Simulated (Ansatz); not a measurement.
**PbS (Galena) under changes of volume**

One of the cells (26.086 Å³/atom); the others are scaled copies at fixed shape and fractional positions:

```xyz
2
Lattice="0.0000 2.9657 2.9657 2.9657 0.0000 2.9657 2.9657 2.9657 0.0000" Properties=species:S:1:pos:R:3 pbc="T T T"
Pb    0.0000    0.0000    0.0000
S     2.9657    2.9657    2.9657
```

| Item | Value |
| --- | --- |
| Program | Ansatz 0.2.0 |
| Functional | BHLYP |
| Potentials or basis | Ansatz PAW |
| Cutoff | 420 eV (not typed: the program's choice for these potentials) |
| k mesh | 4 × 4 × 4 |
| Occupations | fermi-dirac, width 0.05 eV |
| Spin | no spin polarisation |

```csv
volume (Å³/atom),energy over the lowest point (meV/atom),pressure (GPa),gap on the mesh (eV)
24.521,?,?,?
25.042,55.21,7.1,2.55
25.564,34.71,5.5,2.65
26.086,19.43,3.9,2.75
26.607,8.84,2.6,2.83
27.129,2.48,1.3,2.91
27.651,0.00,0.2,2.99
```

What does the run at 24.521 Å³/atom give?

Energy over the lowest point 81.42 meV/atom; pressure 9.0 GPa; gap on the mesh 2.44 eV.

Worked out: A Birch-Murnaghan fit of order 3 (a polynomial in V^(-2/3)) to the other rows has its minimum at 27.75 Å³/atom, just outside them, with B0 = V·E''(V) = 56 GPa and B' = 4.2. It gives 81.38 meV/atom at 24.521 Å³/atom, against the run's 81.42, and -dE/dV = 9.0 GPa, against 9.0. A parabola through the other rows of the gap, of slope 5.26 eV per unit of ln V (its deformation potential) there, extrapolates to 2.44 eV, against the run's 2.44.

Energies are extrapolated to zero smearing.

Caveats: all runs use coarse meshes; spin-orbit coupling is left out, which as a rule narrows the gap of such compounds by several tenths of an eV; the PAW data sets come from PBE, with cores solved anew for the run's functional, which leaves a small shift of forces and pressure; the thresholds are loose for stress.

A mesh can miss the band edges.
